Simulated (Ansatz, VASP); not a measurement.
# One calculation of HgTe, two programs

```
Hg Te
1.0
     0.00000    3.26592    3.26592
     3.26592    0.00000    3.26592
     3.26592    3.26592    0.00000
Hg Te
1 1
Direct
  0.00000 0.00000 0.00000
  0.75000 0.75000 0.75000
```

Change from the starting cell: volume scaled by 1.04.

Alike in both runs: task single point; functional PBEsol; k mesh 9 × 9 × 9; occupations fermi-dirac, width 0.05 eV; no spin polarisation.

|  | VASP | Ansatz |
| --- | --- | --- |
| version | VASP 6.6.1 | Ansatz 0.2.0 |
| potentials or method | VASP PAW PBE potentials, release 64 (Hg, Te), cutoff 520 eV | all-electron LAPW, scalar-relativistic |

```csv
,VASP,Ansatz,Ansatz less VASP
pressure (GPa),-0.3,-0.4,-0.09
```

Ansatz ran all-electron here, so the differences hold the error of VASP's frozen core and of both bases.

Caveats: the PAW data sets were made with another functional, which shifts forces and pressure a little (VASP). Spin-orbit coupling is left out, which matters for the levels of Hg, Te.
